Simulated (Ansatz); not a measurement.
The cell is a 2-atom cell of LiBr started from a crystallographic database; cell and atoms were relaxed with r2SCAN. The symmetry is Fm-3m (No. 225, cubic); a = 5.479 Å in the conventional setting, 20.56 Å³ an atom. Around Li lie 6 Br at 2.74 Å; around Br lie 6 Li at 2.74 Å.

```cif
data_structure
_symmetry_space_group_name_H-M 'Fm-3m'
_symmetry_Int_Tables_number 225
_cell_length_a 5.4791
_cell_length_b 5.4791
_cell_length_c 5.4791
_cell_angle_alpha 90.000
_cell_angle_beta 90.000
_cell_angle_gamma 90.000
_cell_volume 164.49
loop_
_atom_site_label
_atom_site_type_symbol
_atom_site_symmetry_multiplicity
_atom_site_Wyckoff_symbol
_atom_site_fract_x
_atom_site_fract_y
_atom_site_fract_z
_atom_site_occupancy
Li1 Li 4 a 0.00000 0.00000 0.00000 1
Br1 Br 4 b 0.50000 0.00000 0.00000 1
```

3 runs of the plane-wave code Ansatz on this cell differ in the functional (and in the settings that go with it). Levels are in eV from each run's valence top; v1 is the last filled band, c1 the first empty one.

Run A, mean stress 0.0 GPa (compression positive):
```tsv
point	v4	v3	v2	v1	c1	c2
Γ	-13.94	0.00	0.00	0.00	5.88	11.23
X	-13.22	-2.96	-1.17	-1.17	7.01	7.72
U	-13.24	-2.55	-1.90	-0.89	7.41	9.50
L	-13.43	-2.96	-0.29	-0.29	6.41	8.92
W	-13.23	-2.20	-2.20	-1.18	8.84	9.52
K–Γ (0.78)	-13.86	-0.61	-0.19	0.00	6.51	10.39
```

Run B, mean stress -0.1 GPa (compression positive):
```tsv
point	v4	v3	v2	v1	c1	c2
Γ	-14.62	0.00	0.00	0.00	6.21	11.82
X	-13.85	-3.17	-1.25	-1.25	7.45	8.22
U	-13.88	-2.73	-2.03	-0.95	7.85	10.02
L	-14.07	-3.18	-0.30	-0.30	6.81	9.40
W	-13.86	-2.35	-2.35	-1.25	9.33	9.95
K–Γ (0.78)	-14.54	-0.65	-0.21	0.00	6.87	10.92
```

Run C, mean stress +2.9 GPa (compression positive):
```tsv
point	v4	v3	v2	v1	c1	c2
Γ	-18.05	0.00	0.00	0.00	13.20	18.89
X	-17.02	-3.86	-1.54	-1.54	14.28	14.84
U	-17.05	-3.32	-2.46	-1.16	14.68	17.05
L	-17.31	-3.92	-0.38	-0.38	13.61	16.43
W	-17.02	-2.85	-2.85	-1.52	16.40	17.21
K–Γ (0.78)	-17.93	-0.74	-0.25	0.00	13.90	17.94
```

Question: Match the runs to r2SCAN, HSE06, Hartree-Fock.

Answer: A is r2SCAN, B is HSE06, C is Hartree-Fock. In order of the gap: r2SCAN 5.88, HSE06 6.21, Hartree-Fock 13.20 eV.

The values are computed, spin-unpolarised, and not measurements.

Spin-orbit coupling is left out.

The program warns that its thresholds are loose for a hybrid's stress.

Where an edge lies off the special points, it is a point of the mesh or the k point where a search put PBE's edge or least direct gap, reused for the other functionals, whose own edges may lie a little apart.

The meshes of the hybrids are coarse, so their gaps aren't converged to the digits shown.
